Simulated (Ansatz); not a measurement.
An elastic constant from a strain scan in Si

These are results of DFT PBE+D3(BJ), scalar-relativistic, plane waves, PAW in Ansatz, not measurements. The runs took a 420 eV cutoff, a Γ-centred 24×24×14 mesh and Gaussian smearing (0.15 eV). No spin polarisation. Energies are free energies at this smearing, counted from the undisturbed cell; pressure is positive in compression.

The undisturbed cell (relaxed at this level; with this scan's settings it stands at -0.1 GPa; this form isn't the usual structure):

```
CELL_PARAMETERS angstrom
2.63700 0.00000 0.00000
-1.31850 2.28371 0.00000
0.00000 0.00000 4.50899
ATOMIC_POSITIONS crystal
Si 0.33333 0.66667 0.25000
Si 0.66667 0.33333 0.75000
```

The cell is strained by ε times the Voigt pattern (0, 0, 0, 0, 1, 0) (xx, yy, zz, yz, xz, xy; engineering shear) with fractional coordinates fixed. The cell holds 2 atoms in V0 = 27.15 Å³. The stress column is τ = (1/V0) dE/dε, got from the stress tensor σ (compression positive) at each point as −det(1 + εP) σ : P(1 + εP)⁻¹, with P the pattern as a tensor.

```csv
ε,ΔE (meV/atom),τ (GPa)
-0.0875,8.051,-1.919
-0.0750,6.079,-1.794
-0.0625,4.284,-1.573
-0.0500,2.763,-1.302
-0.0375,1.539,-0.998
-0.0250,0.659,-0.657
-0.0125,0.154,-0.301
0.0000,0.000,0.000
0.0125,0.154,0.301
0.0250,0.659,0.657
0.0375,1.539,0.998
0.0500,2.763,1.302
0.0625,4.284,1.573
0.0750,6.079,1.794
0.0875,8.051,1.919
0.1000,?,?
```

**Question.** Which combination of elastic constants does this scan measure, and how large is it?

**Answer.** For small ε, τ = τ0 + Kε with K = pᵀCp, which for this pattern is C55 in the Cartesian frame shown. The parabola through τ at ε = -0.0125, 0 and 0.0125 has slope K = 24.0 GPa at zero. The energies per cell, E = NΔE, of the same two points give K = 2[E(ε₊)/ε₊ − E(ε₋)/ε₋]/[(ε₊ − ε₋)V0] = 23.2 GPa, in agreement. These are clamped-ion values.

**Question.** Predict the withheld row at ε = 0.1000 from the harmonic law, and compare.

**Answer.** ΔE = V0(τ0 ε + Kε²/2)/N = 10.186 meV/atom and τ = 2.40 GPa. The calculation gives 10.173 meV/atom and 2.11 GPa: the energy lies 0 % below the harmonic value.

Forces appear on the atoms along this scan, and letting them relax would lower the energy and soften the response. In a metal these slopes depend on the k mesh and the smearing.

Cost: 9 runs of about 3 core-minutes in all, on Intel Xeon Processor @ 2.70GHz (shared hosts).